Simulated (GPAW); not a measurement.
The system is BeS.

```
S Be
1.0
     0.00000    2.42500    2.42500
     2.42500    0.00000    2.42500
     2.42500    2.42500    0.00000
S Be
1 1
Direct
  0.75000 0.75000 0.75000
  0.00000 0.00000 0.00000
```

* Program: GPAW 26.7.0
* Task: relaxation of cell and atoms
* Functional: RPBE
* Potentials or basis: the program's PAW data sets (release 1.2.1) made for this functional
* Cutoff: 800 eV
* Basis: pw
* k mesh: 9 × 9 × 9
* Occupations: fermi-dirac, width 0.05 eV
* Spin: no spin polarisation

At the start: pressure 4.7 GPa; volume 14.26 Å³/atom.

Question: How do energy, volume and symmetry change on relaxing?

Answer: Over 3 steps the energy falls by 10.2 meV/atom and the volume is 14.95 Å³/atom (+4.8 %); space group F-43m (No. 216, to 0.05 Å).

The path:
```csv
step,energy change (eV),largest force (eV/Å),pressure (GPa),volume (Å³)
1,0.0000,0.0000,4.69,28.52
2,-0.0068,0.0000,3.77,28.78
3,-0.0203,0.0000,0.15,29.89
```

Final structure:
```
S Be
1.0
     0.00000    2.46326    2.46326
     2.46326    0.00000    2.46326
     2.46326    2.46326    0.00000
S Be
1 1
Direct
  0.75000 0.75000 0.75000
  0.00000 0.00000 0.00000
```

Caveat: later steps reuse the first step's grids.
